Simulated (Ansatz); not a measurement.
Ansatz input

```yaml
crystal:
  lattice:
    - [-1.8471104345, 1.8471104345, 1.0085222972]
    - [1.8471104345, -1.8471104345, 1.0085222972]
    - [1.8471104345, 1.8471104345, -1.0085222972]
  atoms:
    - { symbol: B, position: [0.0, 0.0, 0.0] }
    - { symbol: B, position: [0.75, 0.25, 0.5] }
hamiltonian:
  xc: rpbe
  pseudopotentials:
    kind: paw
    azcp:
      B: "pseudopotentials/B.paw.azcp"
basis:
  ecutwfc: 420
  fft_grid_basis: typed
kpoints:
  mp_grid: { grid: [17, 17, 12], shift: [0, 0, 0] }
magnetization:
  spin_polarized: false
scf:
  occupations: { method: fermi_dirac, width: 0.1 }
relax:
  max_steps: 60
  f_tol: 0.01
  cell: {}
```

and its output:

```
Warning: crystal.symmetry: narrowed to the stabiliser of the k-point mesh — unitary ops 16 → 4; excluded 12 operations that carry a point of the 17×17×12 mesh (shift [0, 0, 0]) off the mesh (the run samples exactly the mesh kpoints.mp_grid names, as under crystal.symmetry.detect: false, and its converged state has the mesh's symmetry, not the crystal's; ε∞, the Born charges and the force constants of a linear response (`dielectric:` by the response, `phonons.method: dfpt`) are averaged over those of the crystal's operations that the state keeps within a tolerance, where `mesh_tensors`, `unaveraged_element` or `gamma_mean_max_change_ev_ang2` stands beside them; a row that `dielectric.field_direction` solves alone is averaged likewise, with nothing beside; a Γ-centred mesh of equal divisions is mapped onto itself by every operation and keeps the whole group, as does a half-shifted one under kpoints.further_shifts: images)
Engine: ansatz 0.2.0, aarch64-unknown-linux-gnu
Pseudopotentials: kind: paw
Pseudopotential: B, paw, valence charge 3, recommended cutoff 420 eV (normal) 
Functional definition: RPBE
  parameter kappa = 0.804
  parameter beta = 0.06672455060314922
  exchange = rpbe_x(kappa = kappa, mu = beta*pi^2/3)
  correlation = pbe_c(beta = beta)
Crystal: 2 atoms, lattice volume = 13.764 Å³
Basis set: ecut = 420 eV, 263 PW (Γ), exchange–correlation on 40×40×40 points (8 copies of the dense FFT grid, shifted against one another)
Bands: 7, of which v1, the nominal top of the filled ones, is band 3 counted from 1 (2 counted from 0)
Symmetry: 4 space group operations
k-points: 927 of 3468
Non-local potential: B, projectors of the file, l = 0: 2, l = 1: 2, l = 2: 1
PAW form: soft (Blöchl's): semilocal exchange-correlation on the pseudo side does not see the compensation charge
PAW frozen core: B, regenerated for the run's functional, and the local potential with it (the file was generated under x = pbe(κ = 0.804, μ = 0.2195149727645171), c = pbe(β = 0.06672455060314922))
PAW one-centre angular grid: B, 110 points (default); XC on 64 Gauss nodes
Initial density: superposition of atomic densities (neutral atoms: chi_scale 0, normalization atom), corrected by the library's trained network
Initial wavefunctions: pseudopotential atomic-orbital guess
Functional: x = rpbe, c = pbe(β = 0.06672455060314922)
SCF iter   1: F=—  HF=-311.325849 eV  |F-HF|=—  |Δ(HF+E_count)|=         —  Δρ=4.61e-3  dr2=1.67e-3  ethr=1.77e-3  ⟨swp⟩=4.5  Hψ=44717  notcnv=0
SCF iter   2: F=—  HF=-311.325568 eV  |F-HF|=—  |Δ(HF+E_count)|=   2.81e-4  Δρ=2.03e-3  dr2=2.94e-4  ethr=2.78e-5  ⟨swp⟩=1.0  Hψ=13905  notcnv=0
SCF iter   3: F=—  HF=-311.325595 eV  |F-HF|=—  |Δ(HF+E_count)|=   2.65e-5  Δρ=1.71e-4  dr2=1.23e-6  ethr=4.90e-6  ⟨swp⟩=1.5  Hψ=7729  notcnv=0
SCF iter   4: F=—  HF=-311.325604 eV  |F-HF|=—  |Δ(HF+E_count)|=   8.74e-6  Δρ=1.41e-5  dr2=1.52e-8  ethr=2.05e-8  ⟨swp⟩=2.1  Hψ=9332  notcnv=0
iter 5 did not close the SCF: its close was put off for the readings that it lacked (scf_convergence_deferred on its scf_iter line)
SCF iter   5: F=-311.325604 eV  HF=-311.325604 eV  |F-HF|=1.14e-13  |Δ(HF+E_count)|=  6.72e-10  Δρ=8.13e-7  dr2=5.24e-11  ethr=2.54e-10  ⟨swp⟩=1.1  Hψ=6554  notcnv=0
SCF iter   6: F=-311.325604 eV  HF=-311.325604 eV  |F-HF|=5.68e-13  |Δ(HF+E_count)|=  3.30e-12  Δρ=1.70e-7  dr2=2.96e-12  ethr=1.00e-12  ⟨swp⟩=1.0  Hψ=18772  notcnv=0
SCF 1 converged in 6 iterations: F = -311.325604 eV  dr2 = 2.96e-12
...
SCF 61 converged in 5 iterations: F = -313.113943 eV  dr2 = 1.14e-12
relax step  61: F+E_penalty+E_count = -313.11394288 eV  Δ(F+E_penalty+E_count) = -2.066e-3 eV  max|allowed force component| = 3.800e-4 eV/Å  Δτ_max = 0.0000 Å  P = +0.038 GPa  Ω = 27.830 Å³  stress off target by 1.26e-1 GPa  SCF on the basis re-selected at this cell (its energy is not comparable with the rows above)  (5 SCF iters)
basis re-selected at this cell: Δ(F+E_penalty+E_count) = -2.066e-3 eV, ΔP = +0.034 GPa vs the last step (what re-selecting the basis moved, of the pressure what is left beyond the Pulay correction that the steps carried, after the strain that the cell walked since its last selection, with what the two solves' SCF thresholds leave and, on support functions, any second-order correction that the steps lacked; it is no measure of the basis error at this ecutwfc). This SCF's stress stands 1.26e-1 GPa from its target on what of the cell is left free (relax.cell.stress_tol is 5.00e-2 GPa) and its largest allowed force component is 3.80e-4 eV/Å (relax.f_tol is 1.00e-2 eV/Å): not within both, so this SCF does not close the relaxation
Step failed. What follows is not a result of the run: it is the report of the last solve that finished, which converged after 5 SCF iterations.
Free energy (F): -313.113943 eV
Harris-Foulkes:  -313.113943 eV  (|F-HF|=1.36e-12)
Internal energy: -313.102112 eV  (E = F + TS)
E sigma→0 (E₀):  -313.108027 eV
Entropy (-TS):   -0.011831 eV (-5.916 meV/atom)
Fermi energy:    2.676397 eV
--- Per-component energies (eV) ---
  E_band       = -25.100020
  E_kinetic    = 96.113977
  E_local      = -288.317955  (includes V_loc(G=0)·N_el)
  E_nonlocal   = 22.734835
  E_hartree    = 112.091888
  E_xc         = -63.473164
  E_vxc        = -75.005228  (∫ρ·V_xc dr)
  E_paw        = -159.307279  (= ΣΔE_a)
  E_vpaw       = -4.809435  (= ΣTr[D̂ρ^β])
  E_aug_tail   = -0.000006  (compensation charges beyond the density's cutoff)
  E_ewald      = -32.923258
  E_core_change = -0.021150  (= ΣΔE_core)
  E_smearing   = -0.011831  (= −TS)
  E_closure    = 0.000000  (closes the sum)
  Σ components = -313.113943   (vs F -313.113943, Δ=0.00e0)
--- Forces (eV/Å), atoms counted from 1 ---
  atom   1  B     -0.00037996     0.00037996    -0.00000000
  atom   2  B      0.00037996    -0.00037996     0.00000000
  max |Σ_I F_I| component: 0.00e0 eV/Å
--- Stress (GPa, compression-positive) ---
        0.044428      -0.081920      -0.003330
       -0.081920       0.044428      -0.003330
       -0.003329      -0.003329       0.024254
  P = ⅓ Tr σ = 0.0377 GPa (0.377 kbar)
End of that report.
Error: variable-cell relaxation did not converge after 61 `relax_step` rows, as none of its last 8 fresh-basis SCF(s) at a relaxed cell met both thresholds with a finite energy. The last misses `relax.cell.stress_tol`: largest allowed force component 3.80e-4 eV/Å (`relax.f_tol` 1.00e-2 eV/Å), stress off the target on the free part of the cell 1.26e-1 GPa (`relax.cell.stress_tol` 5.00e-2 GPa), F+E_penalty+E_count -313.11394288 eV. The closest is row 36, whose structure comes with this error. Larger ratio of force or stress to its threshold at each such SCF whose figures are numbers: 153.047, 13.187, 2.434, 1.087, 11.090, 8.332, 4.834, 2.527. The dense FFT grid had 20×20×20 points at the cell where the steps before the first such SCF started and, at each such SCF in turn, 25×25×20, 30×30×20, 30×30×20, 30×30×20, 36×36×20, 36×36×20, 40×40×20, 40×40×20, so 4 of them had another grid than the one listed just before. After the last such SCF `relax.max_steps` ran out. If the threshold ratios fall while the rows' cell is stable, continue in a new run from this error's structure with a larger `relax.max_steps`. Ratios that fall only as the cell collapses won't converge, and for ratios that don't fall see `relax.cell`. Where this run's directory can be resumed (`checkpoint.write`), a resume goes on for up to `relax.max_steps` more
  cell:  # Å, volume = 20.1952 Å³
    - [-2.936030427760351, 3.121005578450888, 0.8037718452018754]
    - [3.121005578450888, -2.936030427760351, 0.8037718452018754]
    - [2.0205718621120012, 2.0205718621120012, -0.4649895179174005]
  atoms:
    - { symbol: B, position: [0.07394093530392867, -0.07394093530392867, 0.0] }
    - { symbol: B, position: [0.6760590646960714, 0.32394093530392876, 0.5000000000000001] }
```

The run did not converge.
